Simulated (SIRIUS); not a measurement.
InP under changes of volume

One of the cells (25.670 Å³/atom); the others are scaled copies at fixed shape and fractional positions:

```
CELL_PARAMETERS angstrom
0.00000 2.94991 2.94991
2.94991 0.00000 2.94991
2.94991 2.94991 0.00000
ATOMIC_POSITIONS crystal
In 0.00000 0.00000 0.00000
P 0.75000 0.75000 0.75000
```

```yaml
Program: SIRIUS 7.12.0
Functional: PBE
Potentials_or_basis: all-electron FP-LAPW
Cutoff: 172 eV
Basis: apw+lo standard
k_mesh: 8 × 8 × 8
Occupations: fermi-dirac, width 0.05 eV
Spin: no spin polarisation
```

```csv
volume (Å³/atom),energy over the lowest point (meV/atom),gap on the mesh (eV)
23.657,66.91,1.04
24.160,43.05,0.93
24.663,24.85,0.82
25.670,4.08,0.60
26.173,?,?
26.677,0.00,0.39
```

Question: What does the run at 26.173 Å³/atom give?

Answer: Energy over the lowest point 0.15 meV/atom; gap on the mesh 0.49 eV.

Worked out: A Birch-Murnaghan fit of order 3 (a polynomial in V^(-2/3)) to the other rows has its minimum at 26.44 Å³/atom with B0 = V·E''(V) = 59 GPa and B' = 5.0. It gives 0.16 meV/atom at 26.173 Å³/atom, against the run's 0.15. A straight line through the other rows of the gap, of slope -5.42 eV per unit of ln V (its deformation potential), gives 0.49 eV, against the run's 0.49.

Energies are extrapolated to zero smearing.

Caveats: spin-orbit coupling is left out, which moves the levels of the heavy elements.
